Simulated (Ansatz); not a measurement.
## SnO$_{2}$: the gap under strain

SnO$_{2}$, P4_2/mnm, a = 4.723 Å, c = 3.190 Å. Ansatz: LDA, PAW, 420 eV, Γ-centred 6×6×8 mesh on 6 atoms, Gaussian smearing 0.02 eV; no spin polarisation. Series: uniaxial strain along c, with a, b and atoms relaxed; x is the strain in per cent. The gap is sought over the whole zone.

| x (%) | gap y (eV) |
| --- | --- |
| -6.0 | 1.535 |
| -4.0 | 1.423 |
| -2.0 | 1.296 |
| 0.0 | 1.161 |
| 2.0 | 1.028 |
| 4.0 | 0.901 |
| 6.0 | ? |

Q: Fit y = E0 + c1 x + c2 x² to the other rows, give the deformation potential for this strain, and predict the missing gap.

A: Least squares on the rows shown. y = 1.1646 − 0.065027 x − 0.00044196 x². The deformation potential is 100 c1 = -6.50 eV per unit strain. With a term in x³ added, the coefficient of x becomes -0.06771, 4 % more, which shows how far this figure hangs on the form. At x = 6.0 the fit asked for gives 0.759 eV. The run gave 0.784 eV, so the fit is 0.025 eV too low, 3.3 % of the span of the series, against an rms of 0.004 eV on the fitted rows. The row lies outside the fitted range. With a term in x³ added, a fit to the same known rows predicts 0.790 eV, so most of the miss is curvature that the known rows already hold.

Semilocal functionals give gaps under the measured ones; changes of the gap mostly carry over better.